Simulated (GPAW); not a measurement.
Runs of GPAW 26.7.0 on SnO2 (Cassiterite). Symmetry: P4_2/mnm, No. 136, tetragonal system. Conventional cell: a = 4.738 Å, b = 4.738 Å, c = 3.187 Å, α = 90.00°, β = 90.00°, γ = 90.00°. Sn (site symmetry mmm) is surrounded by 6 O at 2.05 to 2.06 Å. O (site symmetry m2m) has 3 Sn at 2.05 to 2.06 Å as nearest neighbours. 

```tsv
task	level	potentials or basis	spin	cell	cutoff (eV)	smearing	eigensolver	maxiter	band path	band points	spin axis theta (degrees)	other keys	mesh quality	gap on the mesh (eV)	pressure (GPa)	largest force (eV/Å)
band structure	OLYP	PAW data sets generated in the run's folder for this functional, pw	SOC, no magnetisation	as given	800	fermi-dirac 0.05 eV	davidson	150	GXMGZRAZ,XR,MA	80	0	-	coarse	1.49	(a)	0.20
band structure	TASK	GPAW PAW data sets (gpaw-data 1.2.1), pw	SOC, no magnetisation	as given	800	fermi-dirac 0.05 eV	-	150	GXMGZRAZ,XR,MA	100	90	-	coarse	2.92	11.0	(b)
dielectric tensor	LDA	the program's PAW data sets (release 1.2.1) made for this functional, pw	off	atoms moved at random, drawn with an rms of 0.02 Å	650	fermi-dirac 0.05 eV	-	80	-	-	-	several, not listed	not flagged	1.16	-	-
energy-loss spectrum	LDA	the program's PAW data sets (release 1.2.1) made for this functional, pw	off	atoms moved at random, drawn with an rms of 0.02 Å	650	fermi-dirac 0.001 eV	-	150	-	-	-	-	coarse	1.16	-	-
single point	LDA	the program's PAW data sets (release 1.2.1) made for this functional, pw	off	atoms moved at random, drawn with an rms of 0.02 Å	650	fermi-dirac 0.01 eV	-	150	-	-	-	-	coarse	1.16	-4.9	0.67
relaxation of cell and atoms	PBEsol+D4	PAW data sets generated in the run's folder for this functional, pw	off	relaxed to -2 GPa	800	fermi-dirac 0.05 eV	-	150	-	-	-	-	coarse	1.02	-2.0	-
optical spectrum	LDA	the program's PAW data sets (release 1.2.1) made for this functional, pw	off	atoms moved at random, drawn with an rms of 0.02 Å	650	fermi-dirac 0.001 eV	-	150	-	-	-	-	not flagged	1.16	-	-
relaxation of cell and atoms	r2SCAN	GPAW PAW data sets (gpaw-data 1.2.1), pw	off	relaxed to 20 GPa	800	fermi-dirac 0.05 eV	-	150	-	-	-	-	coarse	2.88	20.1	0.02
relaxation of cell and atoms	mBEEF	GPAW PAW data sets (gpaw-data 1.2.1), pw	off	relaxed	800	fermi-dirac 0.05 eV	-	150	-	-	-	-	coarse	1.81	-0.1	0.02
```

Alike in all rows: k mesh 4 × 4 × 5.

Q: Fill in the values left out.

A: (a) 10.5; (b) 0.33.

Caveats: some runs use coarse meshes; spin-orbit coupling is left out, which moves the levels of the heavy elements (some runs); the PAW data sets were made with another functional, which shifts forces and pressure a little (some runs); later steps reuse the first step's grids (some runs); spin-orbit coupling was added after a scalar SCF, so levels and gaps hold it while energy, forces, pressure and moments don't (some runs); this program's spin-orbit splittings come out too wide for heavy elements (some runs); the long-wavelength limit can be off by a per cent or two (some runs); the dielectric constant isn't converged in the k mesh (some runs).

A k mesh can miss the band edges, and rows without SOC leave out spin-orbit coupling on Sn.

Runs at the PBE level aren't shown here.
